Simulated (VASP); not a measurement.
Input of a VASP 6.6.1 run:

File POSCAR:

```
Si
1.0
    3.8248883555      0.0000000000      0.0000000000
   -1.9124441778      3.3124504825      0.0000000000
    0.0000000000      0.0000000000      6.3243008766
Si
4
Direct
    0.3333333333      0.6666666667      0.0629975439
    0.6666666667      0.3333333333      0.5629975439
    0.3333333333      0.6666666667      0.4370024561
    0.6666666667      0.3333333333      0.9370024561
```

File INCAR.step1:

```
SYSTEM = Si
  PREC = Accurate
  ENCUT = 520
  ISMEAR = 0
  SIGMA = 0.01
  LREAL = .False.
  LASPH = .True.
  NELM = 100
  NBANDS = 16
  GGA = PE
  ALGO = Normal
  EDIFF = 1E-4
  LWAVE = .True.
  LCHARG = .False.
```

INCAR.step2

```
SYSTEM = Si
  PREC = Accurate
  ENCUT = 520
  EDIFF = 1E-6
  ISMEAR = 0
  SIGMA = 0.01
  LREAL = .False.
  LASPH = .True.
  NELM = 100
  ALGO = Normal
  ISIF = 2
  LWAVE = .False.
  LCHARG = .False.
  METAGGA = R2SCAN
  LMIXTAU = .True.
  NBANDS = 16
  ISTART = 1
```

KPOINTS

```
regular mesh
0
Gamma
  12 12 6
  0 0 0
```

Potentials or basis: VASP PAW PBE potentials, release 64 (Si).

Launch:

```console
$ cat potpaw_PBE.64/Si/POTCAR > POTCAR
$ cp INCAR.step1 INCAR
$ mpirun -np 1 vasp_std > vasp.out
$ cp INCAR.step2 INCAR
$ mpirun -np 1 vasp_std > vasp.out
```

(1) Estimate the pressure.

(2) Estimate the largest force.

(3) What does it give for the band gap on the k mesh?

## Answers

(1) 0.4 GPa.

(2) 0.005 eV/Å.

(3) 0.61 eV, indirect (least direct gap 1.39 eV).

Caveat: the PAW data sets were made with another functional, which shifts forces and pressure a little.
